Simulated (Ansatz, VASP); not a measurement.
# One calculation of Si, two programs

The input INCAR:

```
SYSTEM = Si
PREC     = Accurate       ! precision mode
ENCUT    = 520            ! plane-wave cutoff, eV
EDIFF    = 1E-6           ! SCF threshold, eV
ISMEAR   = -1             ! smearing method
SIGMA    = 0.05           ! smearing width, eV
LREAL    = .False.        ! projectors in reciprocal space
LASPH    = .True.         ! aspherical terms in the spheres
NELM     = 80             ! most SCF steps
ALGO     = Normal         ! electronic algorithm
ISIF     = 2              ! what is computed and relaxed
LWAVE    = .False.        ! write WAVECAR
LCHARG   = .True.         ! write CHGCAR
GGA      = CA             ! functional
LELF     = .True.         ! ELF
LVHAR    = .True.       
NBANDS   = 11             ! bands
```

File KPOINTS:

```
regular mesh
0
Gamma
  8 8 8
  0 0 0
```

Contents of POSCAR:

```
Si
1.0
    0.0000000000      2.7398772164      2.7398772164
    2.7398772164      0.0000000000      2.7398772164
    2.7398772164      2.7398772164      0.0000000000
Si
2
Direct
    0.5000000000      0.5000000000      0.5000000000
    0.7500000000      0.7500000000      0.7500000000
```

The input input.yaml:

```yaml
crystal:
  lattice:
    - [0.0, 2.7398772164, 2.7398772164]
    - [2.7398772164, 0.0, 2.7398772164]
    - [2.7398772164, 2.7398772164, 0.0]
  atoms:
    - { symbol: Si, position: [0.5, 0.5, 0.5] }
    - { symbol: Si, position: [0.75, 0.75, 0.75] }
hamiltonian:
  xc: lda
  pseudopotentials: { kind: paw, xc_functional: lda, accuracy: standard }
kpoints:
  mp_grid: { grid: [8, 8, 8] }
scf:
  occupations: { method: fermi_dirac, width: 0.05 }
output:
  forces: true
  stress: true
  eigenvalues: true
  write_density: true
  write_potential: true
  elf: true
  volumetric_format: npy
```

Alike in both runs: task single point; functional LDA; k mesh 8 × 8 × 8; occupations fermi-dirac, width 0.05 eV; no spin polarisation.

```csv
,VASP,Ansatz
version,VASP 6.6.1,Ansatz 0.2.0
potentials or method,"VASP PAW LDA potentials, release 64 (Si)",JTH PAW LDA
plane-wave cutoff (eV),520,390
valence electrons in the cell,8,8
```

```csv
,VASP,Ansatz,Ansatz less VASP
gap on the k mesh at the Fermi level (eV),0.55,0.56,+0.007
least direct gap on the mesh (eV),2.50,2.50,+0.001
pressure (GPa),-3.7,-3.8,-0.06
```

A k mesh can miss the band edges. A hybrid or GW would open this gap; LDA tends to underestimate it.
